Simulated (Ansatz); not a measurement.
## Thermal properties of MgO from its phonons

These are results of DFT PBE, scalar-relativistic, plane waves, PAW in Ansatz, not measurements. Plane waves to 420 eV; Γ-centred k mesh 12×12×12; fixed occupations. No spin polarisation. Phonons by linear response, acoustic sum rule imposed.

Relaxed structure:
```cif
data_structure
_symmetry_space_group_name_H-M 'P 1'
_symmetry_Int_Tables_number 1
_cell_length_a 3.0079
_cell_length_b 3.0079
_cell_length_c 3.0079
_cell_angle_alpha 60.000
_cell_angle_beta 60.000
_cell_angle_gamma 60.000
_cell_volume 19.24
loop_
_atom_site_label
_atom_site_type_symbol
_atom_site_fract_x
_atom_site_fract_y
_atom_site_fract_z
_atom_site_occupancy
Mg1 Mg 0.00000 0.00000 0.00000 1
O1 O 0.50000 0.50000 0.50000 1
```

The cell has the rock salt type, in a space group that the Crystallography Open Database lists for this formula; it was reached from a generator's guess.

Force constants from linear response on a 4×4×4 q mesh, interpolated to a fine mesh.

**Question.** What is the zero-point energy per atom?

**Answer.** 70.0 meV.

**Question.** How large are the vibrational entropy and heat capacity at 300 K?

**Answer.** S = 1.77 k_B and C_V = 2.28 k_B per atom, 76 % of the Dulong–Petit value.

**Question.** Tabulate them against temperature.

**Answer.**
| T (K) | F_vib (meV/atom) | S (k_B/atom) | C_V (k_B/atom) |
| --- | --- | --- | --- |
| 100 | 69.6 | 0.19 | 0.55 |
| 200 | 64.9 | 0.95 | 1.70 |
| 300 | 53.1 | 1.77 | 2.28 |
| 400 | 34.7 | 2.47 | 2.56 |
| 500 | 10.8 | 3.06 | 2.71 |
| 600 | -17.7 | 3.56 | 2.79 |
| 700 | -50.3 | 3.99 | 2.84 |
| 800 | -86.4 | 4.38 | 2.88 |
| 900 | -125.6 | 4.72 | 2.90 |
| 1000 | -167.6 | 5.02 | 2.92 |
